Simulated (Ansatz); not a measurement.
# Te (bcc type): the cost of one run

Method: DFT, PBE, all-electron LAPW, scalar-relativistic, in Ansatz 0.2.0.

## Step 1: The structure to begin with

Symmetry: Im-3m, No. 229, cubic system. Conventional cell: a = 3.696 Å, b = 3.696 Å, c = 3.696 Å, α = 90.00°, β = 90.00°, γ = 90.00°. Around Te (site symmetry m-3m) lie 8 Te at 3.20 Å.

Structure file:

```cif
data_structure
_symmetry_space_group_name_H-M 'Im-3m'
_symmetry_Int_Tables_number 229
_cell_length_a 3.6962
_cell_length_b 3.6962
_cell_length_c 3.6962
_cell_angle_alpha 90.000
_cell_angle_beta 90.000
_cell_angle_gamma 90.000
_cell_volume 50.50
loop_
_atom_site_label
_atom_site_type_symbol
_atom_site_symmetry_multiplicity
_atom_site_Wyckoff_symbol
_atom_site_fract_x
_atom_site_fract_y
_atom_site_fract_z
_atom_site_occupancy
Te1 Te 2 a 0.00000 0.00000 0.00000 1
```

The file gives the conventional cell by its symmetry; the runs use the cell typed in the input.

## Step 2: Bcc relaxed under pressure, LAPW

input.yaml

```yaml
crystal:
  lattice:
    - [-1.8480934304, 1.8480934304, 1.8480934304]
    - [1.8480934304, -1.8480934304, 1.8480934304]
    - [1.8480934304, 1.8480934304, -1.8480934304]
  atoms:
    - { symbol: Te, position: [0.0, 0.0, 0.0] }
kpoints:
  mp_grid: { grid: [15, 15, 15] }
scf:
  occupations: { method: fermi_dirac, width: 0.1 }
hamiltonian:
  xc: pbe
  pseudopotentials: { kind: all_electron, lapw: { basis_error: 0.0005 } }
output:
  forces: true
  stress: true
  eigenvalues: true
relax:
  f_tol: 0.005
  max_steps: 12
  cell: { p_target: 9.0, stress_tol: 0.03 }
```

Run with:

```sh
$ ansatz run input.yaml --threads 1 --pin off --max-ram 3584MiB --backend cpu --events-out ev --progress --plain --runs-dir out
```

What time and memory should one allow on 1 thread of Arm Neoverse V1, shared host?

About 15 s, with a peak of 0.31 GiB.
